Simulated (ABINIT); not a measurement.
Here is an ABINIT 10.8.3 (patched build) calculation.

Contents of run.abi:

```
# Datasets: one volume each
ndtset 7
scalecart1 3*0.9795861087
scalecart2 3*0.9864848297
scalecart3 3*0.9932883884
scalecart4 3*1.0000000000
scalecart5 3*1.0066227096
scalecart6 3*1.0131594038
scalecart7 3*1.0196128224

# Pseudopotentials
pp_dirpath "./"
pseudos "O.upf, C.upf"

# Structure
acell 7.7648290156 7.7648290156 7.7648290156
rprim
    -0.4805892304     0.4805892304     0.7335311740
     0.4805892304    -0.4805892304     0.7335311740
     0.4805892304     0.4805892304    -0.7335311740
ntypat 2
znucl 8 6
natom 6
typat 1 1 1 1 2 2
xred
     0.8750000000     0.9597980000     0.5847980000
     0.3750000000     0.2902020000     0.4152020000
     0.0402020000     0.6250000000     0.9152020000
     0.7097980000     0.1250000000     0.0847980000
     0.0000000000     0.0000000000     0.0000000000
     0.7500000000     0.2500000000     0.5000000000

# Plane-wave basis
ecut 42.0

# k points
kptopt 1
ngkpt 9 9 9
nshiftk 1
shiftk 0.0 0.0 0.0

# Exchange and correlation
ixc -116133

# Bands and occupations
nband 20
occopt 3
tsmear 0.05 eV

# SCF cycle
nstep 100
tolvrs 1.0e-10

# Output
iomode 3
prtwf 0
prtden 0
prteig 0
prtebands 0
enunit 2
```

Potentials or basis: PseudoDojo NC SR PBEsol v0.4.1 standard.

Run with:

```sh
$ mpirun --bind-to none -np 4 abinit run.abi > log 2>&1
```

**Question.** Estimate the pressure derivative of the bulk modulus.

**Answer.** 4.3.

**Question.** Predict the equilibrium volume.

**Answer.** 7.64 Å³/atom.

Energy against volume, from the lowest point:
```csv
volume (Å³/atom),energy (meV/atom)
7.366,8.83
7.522,1.42
7.679,0.00
7.836,3.97
7.992,12.76
8.149,25.90
8.306,42.92
```

Caveat: pressures at fixed basis lie under the slope of the energies; the cell was scaled at fixed shape and fractional positions, which overstates the stiffness of a crystal with free parameters, most of all of layers and chains.
